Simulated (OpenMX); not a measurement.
The system is NaCl.

```xyz
2
Lattice="3.5022 0.0000 0.0000 0.0000 3.5022 0.0000 0.0000 0.0000 3.5022" Properties=species:S:1:pos:R:3 pbc="T T T"
Cl    1.7511    1.7511    1.7511
Na    0.0000    0.0000    0.0000
```

Measurements of this composition are mostly on another form, of space group No. 225.

* Program: OpenMX 3.8.5
* Task: single point
* Functional: PBE
* Potentials or basis: OpenMX 2013 PBE set, Cl7.0-s2p2d1f1, Na9.0-s3p2d1, grid cutoff 500 Ry
* k mesh: 9 × 9 × 9
* Occupations: fermi-dirac, width 0.05 eV
* Spin: no spin polarisation

On this cell: pressure 0.3 GPa; largest force zero by symmetry; band gap on the k mesh 4.30 eV, indirect (least direct gap 4.77 eV).

The same run follows on a disturbed copy (atoms moved at random, drawn with an rms of 0.05 Å):

```
CELL_PARAMETERS angstrom
3.50219 0.00000 0.00000
0.00000 3.50219 0.00000
0.00000 0.00000 3.50219
ATOMIC_POSITIONS crystal
Cl 0.49826 0.49640 0.50194
Na 0.99071 0.00148 0.99269
```

Question: What does the disturbed cell give?

Answer: The energy moves by +0.1 meV/atom; pressure 0.3 GPa; largest force 0.015 eV/Å; band gap on the k mesh 4.30 eV, indirect (least direct gap 4.77 eV).

Forces on the atoms (eV/Å):
```
Cl  -0.008  0.006 -0.010
Na   0.006 -0.006  0.013
```

Caveats: an odd mesh through Γ misses points on the zone boundary, where band edges often lie; the basis of atomic orbitals isn't converged, which shifts pressures, moduli and gaps.
